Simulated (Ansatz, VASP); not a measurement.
Two plane-wave programs on HfN

```
CELL_PARAMETERS angstrom
0.00000 2.25600 2.25600
2.25600 0.00000 2.25600
2.25600 2.25600 0.00000
ATOMIC_POSITIONS crystal
Hf 0.02558 0.01152 0.98645
N 0.48681 0.50285 0.51365
```

Change from the starting cell: atoms moved at random, drawn with an rms of 0.05 Å.

Alike in both runs: task single point; functional PBEsol; k mesh 10 × 10 × 10; occupations fermi-dirac, width 0.05 eV; no spin polarisation.

|  | VASP | Ansatz |
| --- | --- | --- |
| version | VASP 6.6.1 | Ansatz 0.2.0 |
| potentials or method | VASP PAW PBE potentials, release 64 (Hf_pv, N) | Ansatz PAW |
| plane-wave cutoff (eV) | 520 | 420 |
| valence electrons in the cell | 15 | 31 |

```tsv
	VASP	Ansatz	Ansatz less VASP
gap on the k mesh at the Fermi level (eV)	none	none	-
pressure (GPa)	-2.2	-0.1	+2.09
largest component of the traceless stress (GPa)	2.56	2.54	-0.011
rms of the force components (eV/Å)	0.792	0.790	-0.0023
```

Atom by atom the forces differ by 0.002 eV/Å (rms over components). A gap of «none» marks a metal or a gap that the smearing closes. The two sets of potentials don't hold the same shells in valence.

Caveats: the PAW data sets were made with another functional, which shifts forces and pressure a little (VASP); the pressure holds a Pulay correction of +0.5 GPa for the finite cutoff (Ansatz); the PAW data sets come from PBE, with cores solved anew for the run's functional, which leaves a small shift of forces and pressure (Ansatz). The runs have no spin-orbit coupling, so splittings on Hf are missing.
